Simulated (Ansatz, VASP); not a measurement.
# BeS: VASP beside Ansatz

Contents of INCAR:

```
  PREC = Accurate
  ENCUT = 520
  EDIFF = 1E-6
  ISMEAR = 0
  SIGMA = 0.02
  LREAL = F
  LASPH = T
  NELM = 60
  ALGO = Normal
  ISIF = 2
  LWAVE = F
  LCHARG = T
  GGA = PE
  LELF = T
  LVHAR = T
  NBANDS = 11
```

File KPOINTS:

```
regular mesh
0
Gamma
  8 8 8
```

File POSCAR:

```
BeS
1.0
    0.0000000000      2.3882374560      2.3882374560
    2.3882374560      0.0000000000      2.3882374560
    2.3882374560      2.3882374560      0.0000000000
Be S
1 1
Direct
    0.2500000000      0.2500000000      0.2500000000
    0.5000000000      0.5000000000      0.5000000000
```

Input for Ansatz:

```yaml
crystal:
  lattice:
    - [0.0, 2.388237456, 2.388237456]
    - [2.388237456, 0.0, 2.388237456]
    - [2.388237456, 2.388237456, 0.0]
  atoms:
    - { symbol: Be, position: [0.25, 0.25, 0.25] }
    - { symbol: S, position: [0.5, 0.5, 0.5] }
basis:
  ecutwfc: 420
kpoints:
  mp_grid: { grid: [8, 8, 8] }
hamiltonian:
  xc: pbe
scf:
  occupations: { method: gaussian, width: 0.02 }
output:
  forces: true
  stress: true
  eigenvalues: true
```

Alike in both runs: task single point; functional PBE; k mesh 8 × 8 × 8; occupations gaussian, width 0.02 eV; no spin polarisation.

|  | VASP | Ansatz |
| --- | --- | --- |
| version | VASP 6.6.1 | Ansatz 0.2.0 |
| potentials or method | VASP PAW PBE potentials, release 64 (Be, S) | scalar-relativistic, plane waves, PAW |
| plane-wave cutoff (eV) | 520 | 420 |
| valence electrons in the cell | 8 | 8 |

```tsv
	VASP	Ansatz	Ansatz less VASP
gap on the k mesh at the Fermi level (eV)	3.00	3.00	-0.001
least direct gap on the mesh (eV)	5.65	5.63	-0.019
pressure (GPa)	6.5	6.5	-0.01
```

A k mesh can miss the band edges. Expect the measured gap to be larger: semilocal functionals such as PBE lack the derivative discontinuity.
